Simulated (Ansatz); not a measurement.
# Ge$_{2}$Pt$_{3}$ (P2_1/m), random displacements

Computed with DFT PBEsol, scalar-relativistic, plane waves, PAW in Ansatz. Settings: plane waves to 420 eV, k-mesh 12×6×8 (Γ-centred), Gaussian smearing 0.15 eV. Spin–orbit coupling is left out, which can shift energies with elements as heavy as these. No spin polarisation. Energies are free energies at this smearing, counted from the undisturbed cell; pressure is positive in compression.

Zero of the scan (relaxed at this level; it needn't be the usual structure):

```xyz
10
Lattice="3.4779 0.0000 -0.0009 0.0000 7.5836 0.0000 -1.7309 0.0000 6.0610" Properties=species:S:1:pos:R:3 pbc="T T T"
Ge    1.7389    0.0000   -0.0004
Ge    1.7389    3.7918   -0.0004
Ge    1.7425    1.8959    3.1065
Ge    0.0045    5.6877    2.9536
Pt    1.7442    1.8959    5.6505
Pt    0.0028    5.6877    0.4097
Pt    0.0033    0.4426    1.9449
Pt    1.7437    7.1410    4.1152
Pt    1.7437    4.2344    4.1152
Pt    0.0033    3.3492    1.9449
```

The atoms are displaced (Å, in the unstrained cell):

| atom | ux | uy | uz |
| --- | --- | --- | --- |
| Ge1 | -0.236 | 0.128 | 0.071 |
| Ge2 | 0.058 | -0.100 | -0.075 |
| Ge3 | -0.070 | 0.027 | 0.031 |
| Ge4 | 0.103 | -0.086 | 0.048 |
| Pt5 | -0.041 | 0.089 | 0.050 |
| Pt6 | 0.024 | -0.003 | 0.098 |
| Pt7 | 0.062 | -0.012 | -0.019 |
| Pt8 | 0.127 | -0.010 | -0.037 |
| Pt9 | 0.014 | -0.086 | -0.071 |
| Pt10 | -0.042 | 0.052 | -0.096 |

Strain (Voigt, engineering shear): (-0.0111, -0.0124, 0.0128, -0.0118, 0.0169, 0.0134).

(1) What are the energy change, the stress and the forces?

Results:

(1) ΔE = 107.6 meV/atom; stress (xx, yy, zz, yz, xz, xy; compression positive) (5.68, 9.82, 5.20, 1.34, -1.83, -3.08) GPa.
| atom | Fx (eV/Å) | Fy | Fz |
| --- | --- | --- | --- |
| Ge1 | 2.30 | -1.22 | -0.95 |
| Ge2 | -1.29 | 1.99 | 0.36 |
| Ge3 | 0.29 | -1.05 | -0.60 |
| Ge4 | -0.30 | 1.20 | -0.29 |
| Pt5 | 0.25 | -1.89 | -1.08 |
| Pt6 | -0.15 | 0.11 | -1.33 |
| Pt7 | -1.05 | 0.60 | 1.31 |
| Pt8 | -0.48 | 0.07 | 0.50 |
| Pt9 | 0.28 | 1.15 | 0.96 |
| Pt10 | 0.17 | -0.95 | 1.12 |

Cost: 1 run of about 7.2 core-minutes, on AMD EPYC 7R43 (Zen 3) (shared hosts).